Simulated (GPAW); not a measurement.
Input of a GPAW 26.7.0 run:

The input run.py:

```python
from ase import Atoms
from ase.filters import FrechetCellFilter
from ase.io import write
from ase.optimize import BFGS
from ase.units import GPa
from gpaw import GPAW, PW, setup_paths

setup_paths.insert(0, '.')

atoms = Atoms(['Nb'],
              cell=[[-1.66395, 1.66395, 1.66395],
                    [1.66395, -1.66395, 1.66395],
                    [1.66395, 1.66395, -1.66395]],
              scaled_positions=[[0.0, 0.0, 0.0]],
              pbc=True)

calc = GPAW(mode=PW(600),
            xc='PBEsol',
            kpts={'size': (11, 11, 11), 'gamma': True},
            occupations={'name': 'fermi-dirac', 'width': 0.05},
            nbands=15,
            convergence={'density': 1e-05, 'forces': 0.0001},
            maxiter=150,
            txt='gpaw.txt')
atoms.calc = calc
opt = BFGS(FrechetCellFilter(atoms, scalar_pressure=2 * GPa), trajectory='relax.traj', logfile='-')
done = opt.run(fmax=0.02, steps=60)
calc.write('gs.gpw')
write('result.traj', atoms)
print('Converged:', done)
print('Cell:', atoms.cell.cellpar().round(4))
print('Volume:', round(atoms.get_volume(), 4))
print(atoms.get_scaled_positions().round(5))
```

Potentials or basis: PAW data sets generated in the run's folder for this functional, pw.

Run with:

```sh
$ gpaw-setup -f PBEsol Nb
$ OMP_NUM_THREADS=1 python run.py
```

Problem. Estimate the relaxed cell.

Solution. a = 2.823 Å, b = 2.823 Å, c = 2.823 Å, α = 109.47°, β = 109.47°, γ = 109.47°.

Problem. What does it give for the band gap on the k mesh?

Solution. None (metal or under the smearing width).

Problem. What does it give for the space group after relaxing (to 0.05 Å)?

Solution. Im-3m (No. 229).

Problem. Estimate the relaxed volume.

Solution. 17.32 Å³/atom.

Final structure:
```yaml
crystal:
  lattice:
    - [-1.62992, 1.62992, 1.62992]
    - [1.62992, -1.62992, 1.62992]
    - [1.62992, 1.62992, -1.62992]
  atoms:
    - { symbol: Nb, position: [0.00000, 0.00000, 0.00000] }
```

Caveat: later steps reuse the first step's grids.
